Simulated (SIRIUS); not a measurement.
The system is Ti.

```
Ti
1.0
     2.95000    0.00000    0.00000
    -1.47500    2.55477    0.00000
     0.00000    0.00000    4.68000
Ti
2
Direct
  0.66667 0.33333 0.75000
  0.33333 0.66667 0.25000
```

Base run:

* Program: SIRIUS 7.10.0
* Functional: LDA-PZ
* Potentials or basis: PseudoDojo 0.4.1 PBE standard (scalar relativistic)
* Cutoff: 1152 eV
* Density cutoff: 4606 eV
* k mesh: 8 × 8 × 5
* Occupations: fermi-dirac, width 0.05 eV
* Spin: no spin polarisation

Its results: band gap on the k mesh none (metal or under the smearing width); pressure -9.4 GPa.

Task: After a change of settings the same cell gave: band gap on the k mesh none (metal or under the smearing width); pressure -5.8 GPa. Which change was it?
A. functional from LDA-PZ to PBE; libxc names from ["XC_LDA_X", "XC_LDA_C_PZ"] to ["XC_GGA_X_PBE", "XC_GGA_C_PBE"]
B. functional from LDA-PZ to revPBE; libxc names from ["XC_LDA_X", "XC_LDA_C_PZ"] to ["XC_GGA_X_PBE_R", "XC_GGA_C_PBE"]
C. functional from LDA-PZ to SOGGA; libxc names from ["XC_LDA_X", "XC_LDA_C_PZ"] to ["XC_GGA_X_SOGGA", "XC_GGA_C_PBE"]
D. functional from LDA-PZ to OLYP; libxc names from ["XC_LDA_X", "XC_LDA_C_PZ"] to ["XC_GGA_X_OPTX", "XC_GGA_C_LYP"]

Result: C.

Caveats: the potentials were made for another functional, which shifts forces and pressure.
